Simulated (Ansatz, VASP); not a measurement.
Two plane-wave programs on Y

File INCAR:

```
ALGO     = Normal         # electronic algorithm
EDIFF    = 1E-7           # SCF threshold, eV
ENCUT    = 520            # plane-wave cutoff, eV
GGA      = PE             # functional
ISIF     = 2              # what is computed and relaxed
ISMEAR   = 0              # smearing method
LASPH    = T              # aspherical terms in the spheres
LCHARG   = T              # write CHGCAR
LELF     = T              # ELF
LREAL    = F              # projectors in reciprocal space
LVHAR    = T            
LWAVE    = F              # write WAVECAR
NBANDS   = 12             # bands
NELM     = 80             # most SCF steps
PREC     = Accurate       # precision mode
SIGMA    = 0.05           # smearing width, eV
```

KPOINTS

```
k-points
0
Gamma
  6 6 6
```

The input POSCAR:

```
Y
1.0
    0.0000000000      2.5269672425      2.5269672425
    2.5269672425      0.0000000000      2.5269672425
    2.5269672425      2.5269672425      0.0000000000
Y
1
Direct
    0.0000000000      0.0000000000      0.0000000000
```

Input for Ansatz:

```yaml
crystal:
  lattice:
    - [0.0, 2.5269672425, 2.5269672425]
    - [2.5269672425, 0.0, 2.5269672425]
    - [2.5269672425, 2.5269672425, 0.0]
  atoms:
    - { symbol: "Y", position: [0.0, 0.0, 0.0] }
basis:
  ecutwfc: 420
  ecutrho_ratio: 4
kpoints:
  mp_grid: { grid: [6, 6, 6] }
hamiltonian:
  xc: pbe
scf:
  occupations: { method: gaussian, width: 0.05 }
output:
  forces: true
  stress: true
  eigenvalues: true
```

Alike in both runs: task single point; functional PBE; k mesh 6 × 6 × 6; occupations gaussian, width 0.05 eV; no spin polarisation.

|  | VASP | Ansatz |
| --- | --- | --- |
| version | VASP 6.6.1 | Ansatz 0.2.0 |
| potentials or method | VASP PAW PBE potentials, release 64 (Y_sv) | scalar-relativistic, plane waves, PAW |
| plane-wave cutoff (eV) | 520 | 420 |
| valence electrons in the cell | 11 | 11 |

Ansatz gave:

| Quantity | Value |
| --- | --- |
| gap on the k mesh at the Fermi level (eV) | none |
| pressure (GPa) | 0.0 |

Problem. Which values does VASP return?

Solution. gap on the k mesh at the Fermi level (eV): none; pressure (GPa): -0.1.

A gap of «none» marks a metal or a gap that the smearing closes.
